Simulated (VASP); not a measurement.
Write the native input for VASP 6.6.1 that does the following.

| Quantity | Value |
| --- | --- |
| Task | single point |
| Functional | r2SCAN |
| Potentials or basis | VASP PAW PBE potentials, release 64 (Pd) |
| Cutoff | 520 eV |
| k mesh | 18 × 18 × 18 |
| Occupations | gaussian, width 0.05 eV |
| Spin | no spin polarisation |
| Dipole correction | no |
| Further INCAR settings | ALGO = Normal; EDIFF = 1e-06; NBANDS = 11 |

Crystal: Pd.

```
Pd
1.0
    -1.55444    1.55444    1.55444
     1.55444   -1.55444    1.55444
     1.55444    1.55444   -1.55444
Pd
1
Direct
  0.00000 0.00000 0.00000
```

The cell was built by a generator and needn't be a form met in nature.

One way to write it, as run:

POSCAR

```
Pd
1.0
   -1.5544442748      1.5544442748      1.5544442748
    1.5544442748     -1.5544442748      1.5544442748
    1.5544442748      1.5544442748     -1.5544442748
Pd
1
Direct
    0.0000000000      0.0000000000      0.0000000000
```

INCAR.step1

```
SYSTEM = Pd
PREC = Accurate
ENCUT = 520
ISMEAR = 0
SIGMA = 0.05
LREAL = .FALSE.
LASPH = .TRUE.
NELM = 80
NBANDS = 11
GGA = PE
ALGO = Normal
EDIFF = 1E-4
LWAVE = .TRUE.
LCHARG = .FALSE.
```

INCAR.step2

```
SYSTEM = Pd
PREC = Accurate
ENCUT = 520
EDIFF = 1E-6
ISMEAR = 0
SIGMA = 0.05
LREAL = .FALSE.
LASPH = .TRUE.
NELM = 80
ALGO = Normal
ISIF = 2
LWAVE = .FALSE.
LCHARG = .FALSE.
METAGGA = R2SCAN
LMIXTAU = .TRUE.
NBANDS = 11
ISTART = 1
```

KPOINTS

```
Automatic mesh
0
G
  18 18 18
  0 0 0
```

Potentials or basis: VASP PAW PBE potentials, release 64 (Pd).

Launch:

```sh
$ cat potpaw_PBE.64/Pd/POTCAR > POTCAR
$ cp INCAR.step1 INCAR
$ mpirun -np 1 vasp_std > vasp.out
$ cp INCAR.step2 INCAR
$ mpirun -np 1 vasp_std > vasp.out
```

Results of the run:

* Pressure: 0.6 GPa
* Band gap on the k mesh: none (metal or under the smearing width)

Caveat: the PAW data sets were made with another functional, which shifts forces and pressure a little.

Run time: 2.4 min on 1 thread of Intel(R) Xeon(R) Platinum 8175M CPU @ 2.50GHz (Skylake/Cascade Lake), on a shared host, peak memory 0.15 GiB.
